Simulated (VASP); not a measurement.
# MgO (P6_3/mmc) in VASP: density of states with PBE

Aim: the density of states of MgO with PBE.

All numbers are computed with VASP 6.6.1; they aren't measurements. Logs are shortened: lines on timing, memory, paths and dates and some standing lists are left out, and cuts for length are marked.

## 1. The structure

Symmetry: P6_3/mmc, No. 194, hexagonal system. Conventional cell: a = 3.521 Å, b = 3.521 Å, c = 4.237 Å, α = 90.00°, β = 90.00°, γ = 120.00°. Mg (site symmetry -6m2) has 5 O at 2.03 to 2.12 Å as nearest neighbours. Around O (site symmetry -6m2) lie 5 Mg at 2.03 to 2.12 Å.

The cell was built by a generator and needn't be a form met in nature.

## 2. Density of states, PBE

Input file POSCAR:

```
MgO
1.0
    3.5209243497      0.0000000000      0.0000000000
   -1.7604621748      3.0492099316      0.0000000000
    0.0000000000      0.0000000000      4.2373703186
Mg O
2 2
Direct
    0.6666666667      0.3333333333      0.7500000000
    0.3333333333      0.6666666667      0.2500000000
    0.6666666667      0.3333333333      0.2500000000
    0.3333333333      0.6666666667      0.7500000000
```

Input file INCAR.step1:

```
  PREC = Accurate
  ENCUT = 520
  EDIFF = 1E-6
  ISMEAR = 0
  SIGMA = 0.02
  LREAL = F
  LASPH = T
  NELM = 80
  ALGO = Normal
  ISIF = 2
  LWAVE = F
  LCHARG = T
  GGA = PE
  NBANDS = 16
```

Input file KPOINTS.step1:

```
Automatic mesh
0
Gamma
  9 9 6
```

Input file INCAR.step2:

```
  PREC = Accurate
  ENCUT = 520
  EDIFF = 1E-6
  ISMEAR = -5
  SIGMA = 0.02
  LREAL = F
  LASPH = T
  NELM = 80
  ALGO = Normal
  ISIF = 2
  LWAVE = F
  LCHARG = F
  GGA = PE
  LORBIT = 11
  NBANDS = 16
  NEDOS = 1001
  ICHARG = 11
```

Input file KPOINTS.step2:

```
Automatic mesh
0
Gamma
  14 14 9
```

Potentials or basis: VASP PAW PBE potentials, release 64 (Mg, O).

Command:

```bash
$ cat potpaw_PBE.64/Mg/POTCAR potpaw_PBE.64/O/POTCAR > POTCAR
$ cp INCAR.step1 INCAR
$ cp KPOINTS.step1 KPOINTS
$ mpirun -np 1 vasp_std > vasp.out
$ cp INCAR.step2 INCAR
$ cp KPOINTS.step2 KPOINTS
$ mpirun -np 1 vasp_std > vasp.out
```

OUTCAR:

```text
PREC = Accurate
   ENCUT = 520
   EDIFF = 1E-6
   ISMEAR = -5
   LREAL = F
   LASPH = T
   NELM = 80
   ISIF = 2
   GGA = PE
   LORBIT = 11
   ICHARG = 11

 ion  position               nearest neighbor table
   1  0.667  0.333  0.750-   4 2.03   4 2.03   4 2.03   3 2.12   3 2.12   2 2.94   2 2.94   2 2.94
                             2 2.94   2 2.94   2 2.94
   2  0.333  0.667  0.250-   3 2.03   3 2.03   3 2.03   4 2.12   4 2.12   1 2.94   1 2.94   1 2.94
                             1 2.94   1 2.94   1 2.94
   3  0.667  0.333  0.250-   2 2.03   2 2.03   2 2.03   1 2.12   1 2.12
   4  0.333  0.667  0.750-   1 2.03   1 2.03   1 2.03   2 2.12   2 2.12

  LATTYP: Found a hexagonal cell.
 ALAT       =     3.5209243497
 C/A-ratio  =     1.2034823523

  Lattice vectors:

 A1 = (   3.5209243497,   0.0000000000,   0.0000000000)
 A2 = (  -1.7604621748,   3.0492099316,   0.0000000000)
 A3 = (   0.0000000000,   0.0000000000,   4.2373703186)

Analysis of symmetry for initial positions (statically):
=====================================================================
 Subroutine PRICEL returns:
 Original cell was already a primitive cell.

 Routine SETGRP: Setting up the symmetry group for a
 hexagonal supercell.

 Subroutine GETGRP returns: Found 24 space group operations
 (whereof 12 operations were pure point group operations)
 out of a pool of 24 trial point group operations.

The static configuration has the point symmetry D_3d.
 The point group associated with its full space group is D_6h.

Analysis of symmetry for dynamics (positions and initial velocities):
=====================================================================
 Subroutine PRICEL returns:
 Original cell was already a primitive cell.

 Routine SETGRP: Setting up the symmetry group for a
 hexagonal supercell.

 Subroutine GETGRP returns: Found 24 space group operations
 (whereof 12 operations were pure point group operations)
 out of a pool of 24 trial point group operations.

The dynamic configuration has the point symmetry D_3d.
 The point group associated with its full space group is D_6h.

 Subroutine INISYM returns: Found 24 space group operations
 (whereof 12 operations are pure point group operations),
 and found     1 'primitive' translations

----------------------------------------------------------------------------------------

                                     Primitive cell

  volume of cell :      45.4926

[... 106 lines left out ...]
   NUPDOWN=      -1.0000    fix difference up-down
   EMIN   =  10.00;   EMAX   =-10.00  energy-range for DOS
   EFERMI =   0.00;   METHOD = LEGACY
   ISMEAR =    -5;   SIGMA  =   0.02  broadening in eV -4-tet -1-fermi 0-gaus
   EFERMI_NEDOS =   21; number of points for ismear=-14 and -15
   IALGO  =     38    algorithm
   IMIX   =      4    mixing-type and parameters
     AMIX     =   0.40;   BMIX     =  1.00
     AMIX_MAG =   1.60;   BMIX_MAG =  1.00
  volume/ion in A,a.u.               =      11.37        76.75
  Fermi-wavevector in a.u.,A,eV,Ry     =   1.155584  2.183736 18.168857  1.335373
  Thomas-Fermi vector in A             =   2.292211
   LORBIT       =     11    0 simple, 1 ext, 2 COOP (PROOUT), +10 PAW based schemes
   GGA     = PE    functional components
   LHFCALC =     F    Hartree Fock is set to
   AEXX    =    0.0000 exact exchange contribution
   IVDW    =     0    specifies the selected vdW correction
   LEPSILON=     F    determine dielectric tensor
   LRPA    =     F    only Hartree local field effects (RPA)
 non-spin polarized calculation
 Fermi weights with tetrahedron method with Bloechl corrections
  energy-cutoff  :      520.00
  volume of cell :       45.49
 maximum number of plane-waves:      1258
 NGX is ok and might be reduce to    28

 number of electron      15.9999990 magnetization

 Free energy of the ion-electron system (eV)
  ---------------------------------------------------
  ext. energy  EPLUGINS =         0.00000000
  ---------------------------------------------------
  free energy    TOTEN  =       -23.67526333 eV

  energy without entropy =      -23.67526333  energy(sigma->0) =      -23.67526333

 E-fermi :   1.8292     XC(G=0):  -9.9265

 val. band max:        1.7948891843   @ k =   0.0000   0.0000   0.0000
 cond. band min:       5.0565625053   @ k =   0.0000   0.0000   0.0000
 fundamental gap:      3.2616733210
 Fermi energy:         1.8291747199

 k-point     1 :       0.0000    0.0000    0.0000
  band No.  band energies     occupation
      1     -15.0008      2.00000
      2     -13.6933      2.00000
      3      -1.7410      2.00000
      4       0.1232      2.00000
      5       0.1232      2.00000
      6       1.0223      2.00000
[... 433 lines left out ...]
      3      -1.7070      2.00000
      4      -0.4149      2.00000
      5      -0.2651      2.00000
      6      -0.0939      2.00000
[... 8 lines left out ...]
     15      15.7621      0.00000
     16      16.8423      0.00000

 [... further k-points ...]

------------------------ aborting loop because EDIFF is reached ----------------------------------------

  FORCE on cell =-STRESS in cart. coord.  units (eV):
  Direction    XX          YY          ZZ          XY          YZ          ZX
  --------------------------------------------------------------------------------------
  -------------------------------------------------------------------------------------
  Total       -0.1290591     -0.1290591     -0.1577586     -0.0000000      0.0000000      0.0000000
  in kB       -4.5452612     -4.5452612     -5.5560125     -0.0000000      0.0000000      0.0000000
  external PRESSURE =      -4.8821783 kB  Pullay stress =       0.0000000 kB

 VOLUME and BASIS-vectors are now :
 -----------------------------------------------------------------------------
  energy-cutoff  :      520.00
  volume of cell :       45.49
      direct lattice vectors                 reciprocal lattice vectors
     3.520924350  0.000000000  0.000000000     0.284016327  0.163976903  0.000000000
    -1.760462175  3.049209932  0.000000000     0.000000000  0.327953805  0.000000000
     0.000000000  0.000000000  4.237370319     0.000000000  0.000000000  0.235995423

 POSITION                                       TOTAL-FORCE (eV/Angst)
 -----------------------------------------------------------------------------------
      1.76046      1.01640      3.17803        -0.000000     -0.000000      0.000000
     -0.00000      2.03281      1.05934        -0.000000     -0.000000      0.000000
      1.76046      1.01640      1.05934        -0.000000     -0.000000      0.000000
     -0.00000      2.03281      3.17803         0.000000      0.000000      0.000000
 -----------------------------------------------------------------------------------
    total drift:                               -0.000000      0.000000     -0.000000

  FREE ENERGIE OF THE ION-ELECTRON SYSTEM (eV)
  ---------------------------------------------------
  free  energy   TOTEN  =       -23.6752633294 eV

  energy  without entropy=      -23.6752633294  energy(sigma->0) =      -23.67526333

 total charge

# of ion       s       p       d       tot
------------------------------------------
    1        0.153   0.176   0.075   0.404
    2        0.153   0.176   0.075   0.404
    3        1.543   3.541   0.000   5.084
    4        1.543   3.541   0.000   5.084
--------------------------------------------------
tot          3.393   7.433   0.150  10.976
```

OUTCAR.step1:

```text
PREC = Accurate
   ENCUT = 520
   EDIFF = 1E-6
   ISMEAR = 0
   LREAL = F
[... 691 lines left out ...]
      1.76046      1.01640      3.17803         0.000000     -0.000000      0.000000
     -0.00000      2.03281      1.05934        -0.000000      0.000000      0.000000
      1.76046      1.01640      1.05934        -0.000000     -0.000000      0.000000
     -0.00000      2.03281      3.17803         0.000000      0.000000      0.000000
 -----------------------------------------------------------------------------------
    total drift:                               -0.000000      0.000000     -0.000000

  FREE ENERGIE OF THE ION-ELECTRON SYSTEM (eV)
  ---------------------------------------------------
  free  energy   TOTEN  =       -23.6752473794 eV

  energy  without entropy=      -23.6752473794  energy(sigma->0) =      -23.67524738
```

Wall time 83 s (1 thread of Intel Xeon Platinum 8175M at 2.50GHz (Skylake/Cascade Lake), shared host); peak memory 0.2 GiB.

Results:

```yaml
Valence_electrons_inside_the_program's_atomic_spheres: Mg 0.40; O 5.08
```

States per cell in windows of 1 eV (zero at the valence-band top; states under -8 eV left out):
```tsv
from (eV)	total	O3_p	O4_p	Mg1_p	Mg2_p	Mg1_s	Mg2_s
-8.0	0.00	0.00	0.00	0.00	0.00	0.00	0.00
-7.0	0.00	0.00	0.00	0.00	0.00	0.00	0.00
-6.0	0.00	0.00	0.00	0.00	0.00	0.00	0.00
-5.0	0.00	0.00	0.00	0.00	0.00	0.00	0.00
-4.0	2.65	0.63	0.63	0.03	0.03	0.08	0.08
-3.0	2.40	0.64	0.64	0.04	0.04	0.04	0.04
-2.0	3.71	1.15	1.15	0.06	0.06	0.02	0.02
-1.0	3.29	1.14	1.14	0.03	0.03	0.00	0.00
0.0	0.00	0.00	0.00	0.00	0.00	0.00	0.00
1.0	0.00	0.00	0.00	0.00	0.00	0.00	0.00
2.0	0.00	0.00	0.00	0.00	0.00	0.00	0.00
3.0	0.03	0.00	0.00	0.00	0.00	0.00	0.00
4.0	0.15	0.01	0.01	0.00	0.00	0.01	0.01
5.0	0.36	0.03	0.03	0.01	0.01	0.01	0.01
6.0	0.97	0.10	0.10	0.02	0.02	0.01	0.01
7.0	1.16	0.10	0.10	0.03	0.03	0.01	0.01
```
